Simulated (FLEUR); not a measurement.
**KBr under changes of volume**

One of the cells (33.055 Å³/atom); the others are scaled copies at fixed shape and fractional positions:

```xyz
2
Lattice="4.0435 0.0000 0.0000 0.0000 4.0435 0.0000 0.0000 0.0000 4.0435" Properties=species:S:1:pos:R:3 pbc="T T T"
Br    2.0217    2.0217    2.0217
K     0.0000    0.0000    0.0000
```

Measurements of this composition are mostly on another form, of space group No. 225.

* Program: FLEUR MaX-R8.1 (later development tree)
* Functional: PBE
* Potentials or basis: all-electron
* Basis: FLAPW
* Kmax: 3.8 1/bohr
* k mesh: 7 × 7 × 7
* Occupations: fermi-dirac, width 0.05 eV
* Spin: no spin polarisation

```csv
volume (Å³/atom),energy over the lowest point (meV/atom),gap on the mesh (eV)
31.072,5.75,4.09
31.733,2.31,4.02
32.394,0.44,3.95
33.055,0.00,3.89
33.716,?,?
34.378,2.79,3.77
35.039,5.76,3.72
```

Task: What does the run at 33.716 Å³/atom give?

Result: Energy over the lowest point 0.83 meV/atom; gap on the mesh 3.83 eV.

Worked out: A Birch-Murnaghan fit of order 3 (a polynomial in V^(-2/3)) to the other rows has its minimum at 32.94 Å³/atom with B0 = V·E''(V) = 15.6 GPa and B' = 4.6. It gives 0.83 meV/atom at 33.716 Å³/atom, against the run's 0.83. A straight line through the other rows of the gap, of slope -3.08 eV per unit of ln V, gives 3.83 eV, against the run's 3.83.

Energies are extrapolated to zero smearing.

Caveats: an odd mesh through Γ misses points on the zone boundary, where band edges often lie. Spin-orbit coupling on Br is left out.
